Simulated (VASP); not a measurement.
A run of VASP 6.6.1 is set up as follows.

File INCAR:

```
PREC = Accurate ; ENCUT = 600
EDIFF = 1E-7 ; ISMEAR = 0
SIGMA = 0.03 ; LREAL = False
LASPH = True ; NELM = 80
ALGO = Normal ; ISIF = 3
LWAVE = False ; LCHARG = False
GGA = PE ; IBRION = 2
NSW = 90 ; EDIFFG = -0.005
```

File KPOINTS:

```
Automatic mesh
0
Gamma
  8 8 8
```

The input POSCAR:

```
NaCl                                    
1.0
    0.0000000000      2.8495555159      2.8495555159
    2.8495555159     -0.0000000000      2.8495555159
    2.8495555159      2.8495555159      0.0000000000
  Na              Cl            
     1     1
Direct
     0.0000000000000000    0.0000000000000000    0.0000000000000000
     0.5000000000000000    0.5000000000000000    0.5000000000000000
```

Potentials or basis: VASP PAW PBE potentials, release 64 (Na_pv, Cl).

The run is started by

```console
$ cat potpaw_PBE.64/Na_pv/POTCAR potpaw_PBE.64/Cl/POTCAR > POTCAR
$ mpirun -np 1 vasp_std > vasp.out
```

**Question.** What does it give for the space group after relaxing (to 0.05 Å)?

**Answer.** Fm-3m (No. 225).

**Question.** Predict the relaxed volume.

**Answer.** 23.12 Å³/atom.

**Question.** What does it give for the band gap on the k mesh?

**Answer.** 4.99 eV, direct.

**Question.** What does it give for the relaxed cell?

**Answer.** a = 4.029 Å, b = 4.029 Å, c = 4.029 Å, α = 60.00°, β = 60.00°, γ = 60.00°.

Final structure:
```
Na Cl
1.0
     0.00000    2.84885    2.84885
     2.84885    0.00000    2.84885
     2.84885    2.84885    0.00000
Na Cl
1 1
Direct
  0.00000 0.00000 0.00000
  0.50000 0.50000 0.50000
```

A k mesh can miss the band edges.
